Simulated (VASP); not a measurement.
MgS in VASP 6.6.1, single-point calculation

INCAR

```
LREAL = .FALSE.
SIGMA = 0.02
ISYM = 0
EDIFF = 1E-7
LCHARG = .FALSE.
LWAVE = .FALSE.
GGA = PE
LASPH = .TRUE.
ISIF = 2
NELM = 74
PREC = Medium
ENCUT = 520
NSW = 0
ISMEAR = -1
IBRION = -1
NBANDS = 11
```

KPOINTS

```
KPOINTS created by Atomic Simulation Environment
0
Gamma
4 4 4
0 0 0
```

POSCAR

```
Mg S
 1.0000000000000000
     0.0000000000000000    2.6015177399999998    2.5260737255999999
     2.6015177399999998    0.0000000000000000    2.5260737255999999
     2.6015177399999998    2.6015177399999998    0.0000000000000000
 Mg  S
   1   1
Cartesian
  0.0000000000000000  0.0000000000000000  0.0000000000000000
  2.6015177399999998  2.6015177399999998  2.5260737255999999
```

The recommended PBE PAW datasets give the neutral cell 8 valence electrons.

Command

```
mpirun -np 1 vasp_std
```

OSZICAR

```
N       E                     dE             d eps       ncg     rms          rms(c)
DAV:   1     0.217068986932E+02    0.21707E+02   -0.36397E+03   848   0.597E+02
DAV:   2    -0.753501468797E+01   -0.29242E+02   -0.27581E+02  1012   0.100E+02
DAV:   3    -0.883642940877E+01   -0.13014E+01   -0.12989E+01  1014   0.225E+01
DAV:   4    -0.884399741179E+01   -0.75680E-02   -0.75673E-02   947   0.200E+00
DAV:   5    -0.884406445295E+01   -0.67041E-04   -0.67041E-04  1019   0.192E-01    0.451E+00
DAV:   6    -0.847273595535E+01    0.37133E+00   -0.77358E-01   897   0.353E+00    0.359E+00
DAV:   7    -0.842981478079E+01    0.42921E-01   -0.24031E-01   915   0.213E+00    0.235E+00
DAV:   8    -0.843044058453E+01   -0.62580E-03   -0.14261E-02   879   0.735E-01    0.974E-01
DAV:   9    -0.843018008120E+01    0.26050E-03   -0.70120E-04   933   0.153E-01    0.369E-01
DAV:  10    -0.843019679419E+01   -0.16713E-04   -0.26673E-04   920   0.741E-02    0.552E-02
DAV:  11    -0.843019203036E+01    0.47638E-05   -0.25015E-05   933   0.226E-02    0.218E-02
DAV:  12    -0.843019185863E+01    0.17173E-06   -0.99592E-07   942   0.576E-03    0.307E-03
DAV:  13    -0.843019185849E+01    0.13983E-09   -0.24603E-08   635   0.103E-03
   1 F= -.84301919E+01 E0= -.84301919E+01  d E =-.537943E-11
```

From OUTCAR

```
k-points           NKPTS =     36   k-points in BZ     NKDIM =     36   number of bands    NBANDS=     11

   NELECT =       8.0000    total number of electrons

   dimension x,y,z NGX =    20 NGY =   20 NGZ =   24
   dimension x,y,z NGXF=    28 NGYF=   28 NGZF=   28

  energy-cutoff  :      520.00
  volume of cell :       34.19
      direct lattice vectors                 reciprocal lattice vectors
     0.000000000  2.601517740  2.526073726    -0.192195499  0.192195499  0.197935632
     2.601517740  0.000000000  2.526073726     0.192195499 -0.192195499  0.197935632
     2.601517740  2.601517740  0.000000000     0.192195499  0.192195499 -0.197935632

 k-points in reciprocal lattice and weights: KPOINTS created by Atomic Simulation Env
   0.00000000  0.00000000  0.00000000       0.016
   0.25000000 -0.00000000  0.00000000       0.031
  -0.00000000 -0.00000000 -0.25000000       0.031
  -0.00000000  0.25000000  0.00000000       0.031
   0.25000000  0.25000000  0.25000000       0.031
   0.50000000 -0.00000000  0.00000000       0.016
   0.00000000  0.00000000  0.50000000       0.016
  -0.00000000  0.50000000  0.00000000       0.016
   ...

 E-fermi :   4.5131

 k-point     1 :       0.0000    0.0000    0.0000
  band No.  band energies     occupation
      1      -8.8206      2.00000
      2       3.9305      2.00000
      3       4.0648      2.00000
      4       4.0648      2.00000
      5       7.9578      0.00000
      6      11.8393      0.00000
      7      11.8393      0.00000
      8      12.1486      0.00000
      9      14.1782      0.00000
     10      14.5860      0.00000
     11      16.6188      0.00000

 k-point     2 :       0.2500   -0.0000    0.0000
  band No.  band energies     occupation
      1      -8.2307      2.00000
      2       1.1307      2.00000
      3       3.6728      2.00000
      4       3.6837      2.00000
      5       9.0728      0.00000
      6      11.6761      0.00000
      7      12.0305      0.00000
      8      12.4900      0.00000
      9      14.3362      0.00000
     10      14.3658      0.00000
     11      16.1114      0.00000

 k-point     3 :      -0.0000   -0.0000   -0.2500
  band No.  band energies     occupation
      1      -8.2307      2.00000
      2       1.1307      2.00000
      3       3.6728      2.00000
      4       3.6837      2.00000
      5       9.0728      0.00000
      6      11.6760      0.00000
      7      12.0305      0.00000
      8      12.4900      0.00000
      9      14.3362      0.00000
     10      14.3657      0.00000
     11      16.1115      0.00000

 k-point     4 :      -0.0000    0.2500    0.0000
  band No.  band energies     occupation
      1      -8.2307      2.00000
      2       1.1307      2.00000
      3       3.6728      2.00000
      4       3.6837      2.00000
      5       9.0728      0.00000
      6      11.6761      0.00000
      7      12.0305      0.00000
      8      12.4900      0.00000
      9      14.3362      0.00000
     10      14.3658      0.00000
     11      16.1114      0.00000

 k-point     5 :       0.2500    0.2500    0.2500
  band No.  band energies     occupation
      1      -8.2307      2.00000
      2       1.1307      2.00000
      3       3.6728      2.00000
      4       3.6836      2.00000
      5       9.0729      0.00000
      6      11.6761      0.00000
      7      12.0305      0.00000
      8      12.4899      0.00000
      9      14.3362      0.00000
     10      14.3657      0.00000
     11      16.1114      0.00000

 ...

  Total        0.5633819      0.5633821      1.3634820     -0.0001437     -0.0001051     -0.0000996
  in kB       26.3987824     26.3987881     63.8896322     -0.0067352     -0.0049260     -0.0046651
  external PRESSURE =      38.8957342 kB  Pullay stress =       0.0000000 kB

 POSITION                                       TOTAL-FORCE (eV/Angst)
 -----------------------------------------------------------------------------------
      0.00000      0.00000      0.00000        -0.000000      0.000000      0.000000
      2.60152      2.60152      2.52607         0.000000     -0.000000     -0.000000
 -----------------------------------------------------------------------------------
    total drift:                                0.000000      0.000000     -0.000000

  FREE ENERGIE OF THE ION-ELECTRON SYSTEM (eV)
  ---------------------------------------------------
  free  energy   TOTEN  =        -8.4301918585 eV

  energy  without entropy=       -8.4301918585  energy(sigma->0) =       -8.43019186
```

It converged. Results: gap between bands v and c on the k mesh 2.67 eV; least direct gap on the k mesh 3.89 eV; pressure 3.9 GPa. Band v is the last that the valence electrons fill when counted band by band, and c is the next.

These settings aren't sound, so the numbers aren't properties of the crystal.

On sound settings PBE gives a gap of 2.70 eV on its mesh and a pressure of 3.5 GPa for the intended cell.

The run took about 6.7 s on one core of a shared host (Intel Xeon Platinum 8488C) and held 0.12 GiB at most.
